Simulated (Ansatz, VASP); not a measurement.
**One calculation of Zn, two programs**

Contents of POSCAR:

```
Zn
1.0
    0.0000000000      2.2054975174      1.5592867448
    2.2054975174      0.0000000000      1.5592867448
    2.2054975174      2.2054975174      0.0000000000
Zn
1
Direct
    0.0000000000      0.0000000000      0.0000000000
```

The input INCAR.step1:

```
SYSTEM = Zn
  PREC = Accurate
  ENCUT = 520
  ISMEAR = 0
  SIGMA = 0.15
  LREAL = .False.
  LASPH = .True.
  NELM = 100
  NBANDS = 12
  GGA = PE
  ALGO = Normal
  EDIFF = 1E-4
  LWAVE = .True.
  LCHARG = .False.
```

Contents of INCAR.step2:

```
SYSTEM = Zn
  PREC = Accurate
  ENCUT = 520
  EDIFF = 1E-6
  ISMEAR = 0
  SIGMA = 0.15
  LREAL = .False.
  LASPH = .True.
  NELM = 100
  ALGO = Normal
  ISIF = 2
  LWAVE = .False.
  LCHARG = .False.
  METAGGA = R2SCAN
  LMIXTAU = .True.
  NBANDS = 12
  ISTART = 1
```

Contents of KPOINTS:

```
Automatic mesh
0
Gamma
  22 22 22
  0 0 0
```

Input for Ansatz:

```yaml
crystal:
  lattice:
    - [0.0, 2.2054975174, 1.5592867448]
    - [2.2054975174, 0.0, 1.5592867448]
    - [2.2054975174, 2.2054975174, 0.0]
  atoms:
    - { symbol: Zn, position: [0.0, 0.0, 0.0] }
basis:
  ecutwfc: 500
kpoints:
  mp_grid: { grid: [22, 22, 22] }
hamiltonian:
  xc: r2scan
scf:
  occupations: { method: gaussian, width: 0.15 }
output:
  forces: true
  stress: true
  eigenvalues: true
```

Alike in both runs: task single point; functional r2SCAN; k mesh 22 × 22 × 22; occupations gaussian, width 0.15 eV; no spin polarisation.

```csv
,VASP,Ansatz
version,VASP 6.6.1,Ansatz 0.2.0
potentials or method,"VASP PAW PBE potentials, release 64 (Zn)","scalar-relativistic, plane waves, PAW"
plane-wave cutoff (eV),520,500
valence electrons in the cell,12,12
```

```tsv
	VASP	Ansatz	Ansatz less VASP
gap on the k mesh at the Fermi level (eV)	none	none	-
pressure (GPa)	-3.3	-3.6	-0.35
```

A gap of «none» marks a metal or a gap that the smearing closes.

Caveats: the PAW data sets were made with another functional, which shifts forces and pressure a little (VASP).
